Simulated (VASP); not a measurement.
A run of VASP 6.6.1:

INCAR

```
SYSTEM = GaN
ALGO     = Normal         ! electronic algorithm
EDIFF    = 1E-6           ! SCF threshold, eV
EDIFFG   = -0.01          ! ionic threshold
ENCUT    = 600            ! plane-wave cutoff, eV
GGA      = PE             ! functional
IBRION   = 2              ! ionic algorithm
ISIF     = 3              ! what is computed and relaxed
ISMEAR   = 0              ! smearing method
KPAR     = 4            
LASPH    = .True.         ! aspherical terms in the spheres
LCHARG   = .False.        ! write CHGCAR
LREAL    = .False.        ! projectors in reciprocal space
LWAVE    = .False.        ! write WAVECAR
NELM     = 80             ! most SCF steps
NSW      = 90             ! ionic steps
PREC     = Accurate       ! precision mode
SIGMA    = 0.03           ! smearing width, eV
```

File KPOINTS:

```
k-points
0
Gamma
  12 12 5
  0 0 0
```

File POSCAR:

```
GaN
1.0
    3.1800000000      0.0000000000      0.0000000000
   -1.5900000000      2.7539607800      0.0000000000
    0.0000000000      0.0000000000      5.1660000000
Ga N
2 2
Direct
    0.3333333300      0.6666666700      0.0000000000
    0.6666666700      0.3333333300      0.5000000000
    0.3333333300      0.6666666700      0.3750000000
    0.6666666700      0.3333333300      0.8750000000
```

Potentials or basis: VASP PAW PBE potentials, release 64 (Ga_d, N).

Run with:

```bash
$ cat potpaw_PBE.64/Ga_d/POTCAR potpaw_PBE.64/N/POTCAR > POTCAR
$ mpirun -np 4 vasp_std > vasp.out
```

Hardware: 4 MPI ranks on Intel(R) Xeon(R) 6975P-C (Granite Rapids), on a shared host.

**Question.** How long does it take, and how much memory?

**Answer.** Run time: 64 s on 4 MPI ranks on Intel(R) Xeon(R) 6975P-C (Granite Rapids), on a shared host, peak memory 0.21 GiB a rank. Counts: scf iterations 43, k points 57, ion steps 5.
